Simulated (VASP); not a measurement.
Runs of VASP 6.6.1 on MoSe2. It takes space group P6_3/mmc (No. 194, hexagonal). The conventional cell has a = 3.288 Å, b = 3.288 Å, c = 12.900 Å, α = 90.00°, β = 90.00°, γ = 120.00°. Around Mo (site symmetry -6m2) lie 6 Se at 2.49 Å. Se (site symmetry 3m) has 3 Mo at 2.49 Å as nearest neighbours. 

| task | cell | gap on the mesh (eV) | pressure (GPa) |
| --- | --- | --- | --- |
| relaxation of cell and atoms | relaxed | 0.83 | 0.0 |
| relaxation of shape and atoms at fixed volume | atoms relaxed at fixed volume from: a relaxed cell with its volume scaled by 0.98 | 0.75 | 1.0 |
| relaxation of shape and atoms at fixed volume | atoms relaxed at fixed volume | 0.83 | 0.0 |
| relaxation of shape and atoms at fixed volume | atoms relaxed at fixed volume from: a relaxed cell with its volume scaled by 1.02 | (b) | -0.7 |
| relaxation of shape and atoms at fixed volume | atoms relaxed at fixed volume from: a relaxed cell with its volume scaled by 1.04 | 0.98 | -1.2 |
| relaxation of shape and atoms at fixed volume | atoms relaxed at fixed volume from: a relaxed cell with its volume scaled by 0.96 | (a) | 2.3 |
| relaxation of shape and atoms at fixed volume | atoms relaxed at fixed volume from: a relaxed cell with its volume scaled by 0.94 | 0.61 | 3.9 |
| relaxation of shape and atoms at fixed volume | atoms relaxed at fixed volume from: a relaxed cell with its volume scaled by 1.06 | 1.06 | -1.5 |

Alike in all rows: level LDA; potentials or basis VASP PAW LDA potentials, release 64 (Mo_sv, Se); no spin polarisation; k mesh 9 × 9 × 2; cutoff (eV) 600; smearing gaussian 0.03 eV.

**Question.** Estimate the missing entries.

**Answer.** (a) 0.68; (b) 0.90.

Caveats: an odd mesh through Γ misses points on the zone boundary, where band edges often lie; the relaxation stopped at its first step, so nothing moved (some runs).

A k mesh can miss the band edges, and the runs leave out spin-orbit coupling on Mo, Se.
